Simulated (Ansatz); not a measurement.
Space group P6_3/mmc (No. 194). a = 2.492 Å, b = 2.492 Å, c = 4.034 Å, α = 90.00°, β = 90.00°, γ = 120.00°
| atom | site | symmetry | x | y | z |
| --- | --- | --- | --- | --- | --- |
| Co | 2c | -6m2 | 0.3333 | 0.6667 | 0.2500 |

Equation of state of this Co structure (not necessarily the ground state), with shape and atoms relaxed at each volume where symmetry leaves them free. It has no gap at any of these volumes. Method: DFT PBE, scalar-relativistic, plane waves, PAW (Ansatz).

Settings: cutoff 420 eV, Γ-centred mesh 18×18×10 on the computed 2-atom cell, Gaussian smearing of 0.10 eV; collinear spin.

```
V (Å³/atom) E − E(largest V) (meV/atom) P (GPa)
      9.547                        74.19    37.65
      9.873                        10.10    25.69
     10.198                       -31.47    15.61
     10.524                       -54.37     7.16
     10.849                       -61.40    -0.02
     11.175                       -54.91    -6.05
     11.500                       -37.17   -10.98
     11.934                         0.00   -16.10
```

Problem. Fit a third-order Birch–Murnaghan equation to E(V).

Solution. V0 = 10.85 Å³/atom, B0 = 217 GPa, B0' = 4.9.